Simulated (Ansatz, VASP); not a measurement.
Mn: VASP beside Ansatz

The input INCAR:

```
PREC = Accurate
ENCUT = 520
EDIFF = 1E-7
ISMEAR = -1
SIGMA = 0.1
LREAL = False
LASPH = True
NELM = 60
ALGO = Normal
ISIF = 2
LWAVE = False
LCHARG = True
GGA = B5
ALDAX = 1.0
AGGAX = 1.0
AGGAC = 1.0
ALDAC = 0.0
LELF = True
LVHAR = True
NBANDS = 12
```

KPOINTS

```
Automatic mesh
0
Gamma
  18 18 18
```

File POSCAR:

```
Mn
1.0
   -1.4465745114      1.4465745114      1.4465745114
    1.4465745114     -1.4465745114      1.4465745114
    1.4465745114      1.4465745114     -1.4465745114
Mn
1
Direct
    0.0000000000      0.0000000000      0.0000000000
```

Input for Ansatz:

```yaml
crystal:
  lattice:
    - [-1.4465745114, 1.4465745114, 1.4465745114]
    - [1.4465745114, -1.4465745114, 1.4465745114]
    - [1.4465745114, 1.4465745114, -1.4465745114]
  atoms:
    - { symbol: Mn, position: [0.0, 0.0, 0.0] }
hamiltonian:
  xc: blyp
  pseudopotentials:
    kind: paw
    azcp:
      Mn: "pseudopotentials/Mn.paw.azcp"
basis:
  ecutwfc: 420
  fft_grid_basis: typed
kpoints:
  mp_grid: { grid: [18, 18, 18], shift: [0, 0, 0] }
magnetization:
  spin_polarized: false
scf:
  occupations: { method: fermi_dirac, width: 0.1 }
  lower_state_search: "off"
output:
  stress: true
  write_density: true
  write_potential: true
  elf: true
  volumetric_format: npy
```

Alike in both runs: task single point; functional BLYP; k mesh 18 × 18 × 18; occupations fermi-dirac, width 0.1 eV; no spin polarisation.

```csv
,VASP,Ansatz
version,VASP 6.6.1,Ansatz 0.2.0
potentials or method,"VASP PAW PBE potentials, release 64 (Mn_pv)","plane waves (420 eV) with PAW, scalar-relativistic"
plane-wave cutoff (eV),520,420
valence electrons in the cell,13,15
```

```tsv
	VASP	Ansatz	Ansatz less VASP
pressure (GPa)	-15.8	-16.0	-0.16
```

With one functional, cell and mesh, what is left measures potentials, basis and numerics. The two sets of potentials don't hold the same shells in valence.

Caveats: so large a pressure means that the cell lies far from this level's equilibrium, or that cutoff or potentials fall short (VASP); the potentials were made for another functional, which shifts forces and pressure (VASP); the run has no spin polarisation, though such a crystal can be magnetic. Spin polarisation is off, so any magnetic state and its effect on volume and gap are missing.
